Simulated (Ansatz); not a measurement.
# NbC: eigenvalues along the path

```
Nb C
1.0
     0.00000    2.24270    2.24270
     2.24270    0.00000    2.24270
     2.24270    2.24270    0.00000
Nb C
1 1
Direct
  0.00000 0.00000 0.00000
  0.50000 0.50000 0.50000
```

Atoms are numbered in the order listed.

The cell was built from the rocksalt type and relaxed in the same program, and has space group Fm-3m; it needn't be a known or the stable phase.

Spin polarisation is left out, and whether a magnetic state lies lower isn't shown here.

The calculation used DFT, PBE, all-electron LAPW, Dirac equation with spin-orbit coupling (Ansatz 0.2.0).

Numerical set-up: a Γ-centred 16×16×16 k mesh, Fermi–Dirac smearing of 0.08 eV, basis error target 1 meV/atom, no spin polarisation.

Path points, in fractions of the reciprocal vectors: Γ (0.000, 0.000, 0.000), X (0.500, 0.000, 0.500), U (0.625, 0.250, 0.625), K (0.375, 0.375, 0.750), L (0.500, 0.500, 0.500), W (0.500, 0.250, 0.750). Levels in eV from the Fermi level, one of each degenerate spinor pair; bands 29 to 49, counted from the lowest band of the run. The gap is zero.

```
# k(1/Å) point b29 b31 b33 b35 b37 b39 b41 b43 b45 b47 b49
0.000 Γ -13.38 -1.33 -1.33 -1.23 -0.27 -0.20 -0.20 0.35 0.35 7.51 9.95
0.280 - -13.06 -2.74 -1.82 -1.76 -1.66 0.48 0.69 0.74 2.84 8.19 10.74
0.560 - -12.32 -4.77 -2.51 -2.15 -2.06 0.84 2.12 2.19 4.78 10.04 12.71
0.840 - -11.81 -5.38 -3.34 -2.02 -1.92 1.33 3.14 3.23 6.03 11.50 14.21
1.121 - -11.91 -4.55 -3.92 -1.62 -1.50 1.77 3.28 3.39 6.62 10.42 12.49
1.401 X -12.04 -4.12 -3.86 -1.38 -1.24 1.95 3.13 3.24 6.36 9.92 12.02
1.500 - -12.01 -4.15 -3.88 -1.52 -1.28 2.20 3.11 3.23 6.34 10.02 12.00
1.599 - -11.91 -4.25 -3.93 -1.95 -1.23 2.81 3.05 3.26 6.28 10.31 11.96
1.698 - -11.76 -4.45 -4.01 -2.47 -1.07 2.90 3.28 3.65 6.16 10.75 11.89
1.797 - -11.56 -4.74 -4.10 -2.99 -0.76 2.70 3.34 4.55 5.99 11.28 11.82
1.896 U -11.33 -5.12 -4.20 -3.46 -0.30 2.45 3.37 5.50 5.77 11.72 11.81
2.068 - -11.20 -5.27 -4.28 -3.81 0.22 2.22 3.32 5.69 5.80 11.59 12.39
2.239 - -11.09 -5.36 -4.37 -4.07 1.00 1.73 3.24 5.70 5.83 11.53 13.03
2.411 - -11.09 -5.36 -4.37 -4.07 1.00 1.73 3.24 5.70 5.83 11.53 13.03
2.582 - -11.20 -5.27 -4.28 -3.81 0.22 2.22 3.32 5.69 5.80 11.59 12.39
2.754 K -11.33 -5.12 -4.20 -3.46 -0.30 2.45 3.37 5.50 5.77 11.72 11.81
3.051 - -10.73 -6.17 -4.46 -4.35 1.49 1.58 3.19 4.90 8.05 10.23 11.94
3.348 - -11.02 -6.00 -4.59 -4.15 0.43 2.34 2.55 4.10 8.42 9.03 12.56
3.645 - -12.07 -4.50 -3.86 -3.42 -0.48 1.06 1.63 2.99 6.07 9.30 12.42
3.943 - -13.01 -2.51 -2.29 -2.25 -1.08 -0.20 0.61 1.66 2.98 8.18 10.81
4.240 Γ -13.38 -1.33 -1.33 -1.23 -0.27 -0.20 -0.20 0.35 0.35 7.51 9.95
4.482 - -13.13 -2.26 -1.93 -1.88 -0.82 -0.79 0.28 2.03 2.04 7.96 10.54
4.725 - -12.45 -3.83 -3.24 -3.21 -0.22 -0.21 0.83 4.16 4.17 8.82 11.85
4.968 - -11.46 -5.41 -4.25 -4.22 0.71 0.72 1.54 6.28 6.28 8.65 13.09
5.210 - -10.40 -6.78 -4.88 -4.84 1.67 1.67 2.61 7.00 8.03 8.04 13.27
5.453 L -9.78 -7.49 -5.08 -5.05 2.10 2.10 3.52 5.74 8.79 8.82 12.30
5.651 - -9.96 -7.29 -4.96 -4.92 1.84 2.07 3.38 6.27 8.49 8.54 12.59
5.849 - -10.38 -6.74 -4.68 -4.62 1.45 1.86 3.18 6.81 7.70 8.64 13.01
6.047 - -10.82 -5.98 -4.46 -4.25 1.31 1.51 3.19 6.24 6.63 10.17 13.21
6.245 - -11.14 -5.18 -4.38 -4.11 1.40 1.43 3.23 5.56 5.60 11.94 13.02
6.443 W -11.25 -4.59 -4.43 -4.28 1.51 1.52 3.19 5.13 5.30 12.85 12.90
6.583 - -11.34 -4.43 -4.35 -4.22 0.75 2.19 3.19 4.68 5.64 12.31 12.85
6.723 - -11.56 -4.38 -4.12 -3.68 -0.01 2.70 3.19 4.04 5.97 11.72 12.03
6.864 - -11.80 -4.28 -3.99 -2.75 -0.67 2.99 3.15 3.29 6.19 10.74 11.95
7.004 - -11.98 -4.17 -3.89 -1.80 -1.13 2.39 3.11 3.22 6.32 10.13 11.99
7.144 X -12.04 -4.12 -3.86 -1.38 -1.24 1.95 3.13 3.24 6.36 9.92 12.02
```
